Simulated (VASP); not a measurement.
# SnSe (Pm-3m) in VASP: further runs, part 2 of 2

VASP 6.6.1. Earlier steps stand in the parts before.

### Step 3. Single point, LDA

This run uses another cell than the first one, of 23.05 Å³/atom, 1.031 times its volume.

Input file INCAR:

```
PREC     = Accurate       # precision mode
ENCUT    = 520            # plane-wave cutoff, eV
EDIFF    = 1E-6           # SCF threshold, eV
ISMEAR   = 0              # smearing method
SIGMA    = 0.05           # smearing width, eV
LREAL    = F              # projectors in reciprocal space
LASPH    = T              # aspherical terms in the spheres
NELM     = 80             # most SCF steps
ALGO     = Normal         # electronic algorithm
ISIF     = 2              # what is computed and relaxed
LWAVE    = F              # write WAVECAR
LCHARG   = F              # write CHGCAR
NBANDS   = 17             # bands
```

Input file KPOINTS:

```
Automatic mesh
0
Gamma
  6 6 6
```

Input file POSCAR:

```
SnSe
1.0
    3.5858595351      0.0000000000      0.0000000000
    0.0000000000      3.5858595351      0.0000000000
    0.0000000000      0.0000000000      3.5858595351
Sn Se
1 1
Direct
    0.0000000000      0.0000000000      0.0000000000
    0.5000000000      0.5000000000      0.5000000000
```

Potentials or basis: VASP PAW LDA potentials, release 64 (Sn_d, Se).

On the command line:

```console
> cat potpaw_LDA.64/Sn_d/POTCAR potpaw_LDA.64/Se/POTCAR > POTCAR
> mpirun -np 1 vasp_std > vasp.out
```

OUTCAR:

```text
PREC = Accurate
   ENCUT = 520
   EDIFF = 1E-6
   ISMEAR = 0
   LREAL = F
   LASPH = T
   NELM = 80
   ISIF = 2

 ion  position               nearest neighbor table
   1  0.000  0.000  0.000-   2 3.11   2 3.11   2 3.11   2 3.11   2 3.11   2 3.11   2 3.11   2 3.11

   2  0.500  0.500  0.500-   1 3.11   1 3.11   1 3.11   1 3.11   1 3.11   1 3.11   1 3.11   1 3.11

  LATTYP: Found a simple cubic cell.
 ALAT       =     3.5858595351

  Lattice vectors:

 A1 = (   3.5858595351,   0.0000000000,   0.0000000000)
 A2 = (   0.0000000000,   3.5858595351,   0.0000000000)
 A3 = (   0.0000000000,   0.0000000000,   3.5858595351)

Analysis of symmetry for initial positions (statically):
=====================================================================
 Subroutine PRICEL returns:
 Original cell was already a primitive cell.

 Routine SETGRP: Setting up the symmetry group for a
 simple cubic supercell.

 Subroutine GETGRP returns: Found 48 space group operations
 (whereof 48 operations were pure point group operations)
 out of a pool of 48 trial point group operations.

The static configuration has the point symmetry O_h .

Analysis of symmetry for dynamics (positions and initial velocities):
=====================================================================
 Subroutine PRICEL returns:
 Original cell was already a primitive cell.

 Routine SETGRP: Setting up the symmetry group for a
 simple cubic supercell.

 Subroutine GETGRP returns: Found 48 space group operations
 (whereof 48 operations were pure point group operations)
 out of a pool of 48 trial point group operations.

The dynamic configuration has the point symmetry O_h .

 Subroutine INISYM returns: Found 48 space group operations
 (whereof 48 operations are pure point group operations),
 and found     1 'primitive' translations

[... 104 lines left out ...]
   ISMEAR =     0;   SIGMA  =   0.05  broadening in eV -4-tet -1-fermi 0-gaus
   EFERMI_NEDOS =   21; number of points for ismear=-14 and -15
   IALGO  =     38    algorithm
   IMIX   =      4    mixing-type and parameters
     AMIX     =   0.40;   BMIX     =  1.00
     AMIX_MAG =   1.60;   BMIX_MAG =  1.00
  volume/ion in A,a.u.               =      23.05       155.58
  Fermi-wavevector in a.u.,A,eV,Ry     =   1.239248  2.341839 20.894951  1.535736
  Thomas-Fermi vector in A             =   2.373739
   LORBIT       =      0    0 simple, 1 ext, 2 COOP (PROOUT), +10 PAW based schemes
   GGA     = CA    functional components
   LHFCALC =     F    Hartree Fock is set to
   AEXX    =    0.0000 exact exchange contribution
   IVDW    =     0    specifies the selected vdW correction
   LEPSILON=     F    determine dielectric tensor
   LRPA    =     F    only Hartree local field effects (RPA)
 non-spin polarized calculation
 Gauss-broadening in eV      SIGMA  =   0.05
  energy-cutoff  :      520.00
  volume of cell :       46.11
 maximum number of plane-waves:      1261
 NGX is ok and might be reduce to    28
   NGX = 13   NGY = 13   NGZ = 13

 number of electron      20.0000005 magnetization

 Free energy of the ion-electron system (eV)
  ---------------------------------------------------
  ext. energy  EPLUGINS =         0.00000000
  ---------------------------------------------------
  free energy    TOTEN  =        -9.05675405 eV

  energy without entropy =       -9.05350550  energy(sigma->0) =       -9.05512978

 E-fermi :   6.9934     XC(G=0): -10.7764

 val. band max:        6.9770971889   @ k =   0.3333   0.1667   0.0000
 cond. band min:       7.0341698014   @ k =   0.5000   0.5000   0.3333
 fundamental gap:      0.0570726125
 Fermi energy:         6.9934372053

 k-point     1 :       0.0000    0.0000    0.0000
  band No.  band energies     occupation
      1     -14.4912      2.00000
      2     -14.4912      2.00000
      3     -14.3963      2.00000
      4     -14.3963      2.00000
      5     -14.3963      2.00000
      6      -7.2094      2.00000
[... 377 lines left out ...]
      4     -14.3642      2.00000
      5     -14.3642      2.00000
      6      -4.7343      2.00000
[... 9 lines left out ...]
     16      21.7394      0.00000
     17      25.4422      0.00000

------------------------ aborting loop because EDIFF is reached ----------------------------------------

  FORCE on cell =-STRESS in cart. coord.  units (eV):
  Direction    XX          YY          ZZ          XY          YZ          ZX
  --------------------------------------------------------------------------------------
  -------------------------------------------------------------------------------------
  Total        0.0176388      0.0176388      0.0176388      0.0000000      0.0000000      0.0000000
  in kB        0.6129159      0.6129159      0.6129159      0.0000000      0.0000000      0.0000000
  external PRESSURE =       0.6129159 kB  Pullay stress =       0.0000000 kB

 VOLUME and BASIS-vectors are now :
 -----------------------------------------------------------------------------
  energy-cutoff  :      520.00
  volume of cell :       46.11
      direct lattice vectors                 reciprocal lattice vectors
     3.585859535  0.000000000  0.000000000     0.278873166  0.000000000  0.000000000
     0.000000000  3.585859535  0.000000000     0.000000000  0.278873166  0.000000000
     0.000000000  0.000000000  3.585859535     0.000000000  0.000000000  0.278873166

 POSITION                                       TOTAL-FORCE (eV/Angst)
 -----------------------------------------------------------------------------------
      0.00000      0.00000      0.00000         0.000000      0.000000      0.000000
      1.79293      1.79293      1.79293         0.000000      0.000000      0.000000
 -----------------------------------------------------------------------------------
    total drift:                               -0.000000      0.000000     -0.000000

  FREE ENERGIE OF THE ION-ELECTRON SYSTEM (eV)
  ---------------------------------------------------
  free  energy   TOTEN  =        -9.0567540508 eV

  energy  without entropy=       -9.0535055025  energy(sigma->0) =       -9.05512978
```

stdout:

```text
POSCAR found type information on POSCAR SnSe
 POSCAR found :  2 types and       2 ions
 scaLAPACK will be used
 LDA part: xc-table for (Slater(with rela. corr.)+CA(PZ))
 , standard interpolation
 POSCAR, INCAR and KPOINTS ok, starting setup
 FFT: planning ... GRIDC
 FFT: planning ... GRID_SOFT
 FFT: planning ... GRID
 WAVECAR not read
 entering main loop
```

Run time: 8 s. Hardware: 1 thread of Intel Xeon Platinum 8488C (Sapphire Rapids), shared host; peak memory 0.14 GiB.

What came out:

| Quantity | Value |
| --- | --- |
| Free energy | -9.0568 eV |
| Pressure | 0.1 GPa |
| Band gap on the k mesh | none (metal or under the smearing width) |

Levels at points of the mesh, in eV from the Fermi level:
| k point | band 8 | band 9 | band 10 | band 11 | band 12 | band 13 |
| --- | --- | --- | --- | --- | --- | --- |
| (0.00, 0.00, 0.00) | -2.05 | -2.05 | -2.05 | 4.27 | 4.27 | 6.49 |
| (0.50, 0.00, 0.00) | -0.62 | -0.62 | -0.08 | 0.65 | 3.14 | 3.14 |
| (0.50, 0.50, 0.00) | -5.45 | -5.45 | -0.16 | 4.31 | 4.31 | 4.98 |
| (0.50, 0.50, 0.50) | -3.26 | -3.26 | -3.26 | -1.36 | -1.36 | -1.36 |
